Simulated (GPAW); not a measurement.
Crystal: BaTiO3.

```
Ba Ti O
1.0
     3.99980    0.00000    0.00000
     0.00000    3.99980    0.00000
     0.00000    0.00000    4.01800
Ba Ti O
1 1 3
Direct
  0.00000 0.00000 0.00000
  0.50000 0.50000 0.49000
  0.00000 0.50000 0.51700
  0.50000 0.00000 0.51700
  0.50000 0.50000 0.01900
```

```yaml
Program: GPAW 26.7.0
Task: relaxation of cell and atoms
Functional: PW91
Dispersion: D4
Potentials_or_basis: PAW data sets generated in the run's folder for this functional
Cutoff: 800 eV
Basis: pw
k_mesh: 4 × 4 × 4
Occupations: fermi-dirac, width 0.05 eV
Spin: no spin polarisation
```

At the start: pressure 0.8 GPa; volume 12.86 Å³/atom.

Q: How do energy, volume and symmetry change on relaxing?

A: Over 12 steps the energy falls by 4.9 meV/atom and the volume is 13.12 Å³/atom (+2.1 %); space group P4mm (No. 99, to 0.05 Å).

The path:
| step | energy change (eV) | largest force (eV/Å) | pressure (GPa) | volume (Å³) |
| --- | --- | --- | --- | --- |
| 1 | 0.0000 | 0.3120 | 0.77 | 64.28 |
| 2 | -0.0023 | 0.2661 | 0.79 | 64.32 |
| 3 | -0.0094 | 0.1732 | 1.05 | 64.62 |
| 4 | -0.0106 | 0.0523 | 0.83 | 64.61 |
| 5 | -0.0120 | 0.0462 | 0.58 | 64.69 |
| 6 | -0.0171 | 0.1333 | -0.50 | 65.19 |
| 7 | -0.0193 | 0.1179 | -0.94 | 65.51 |
| 8 | -0.0208 | 0.0696 | -1.04 | 65.73 |
| 9 | -0.0218 | 0.0667 | -0.94 | 65.79 |
| 10 | -0.0237 | 0.0868 | -0.54 | 65.80 |
| 11 | -0.0245 | 0.0601 | -0.18 | 65.70 |
| 12 | -0.0246 | 0.0250 | -0.08 | 65.62 |

Final structure:
```yaml
crystal:
  lattice:
    - [3.98122, 0.00000, 0.00000]
    - [0.00000, 3.98122, 0.00000]
    - [0.00000, 0.00000, 4.13996]
  atoms:
    - { symbol: Ba, position: [0.00000, 0.00000, 0.99232] }
    - { symbol: Ti, position: [0.50000, 0.50000, 0.47605] }
    - { symbol: O, position: [0.00000, 0.50000, 0.51903] }
    - { symbol: O, position: [0.50000, 0.00000, 0.51903] }
    - { symbol: O, position: [0.50000, 0.50000, 0.03524] }
```

Caveat: the k mesh is coarse; later steps reuse the first step's grids.
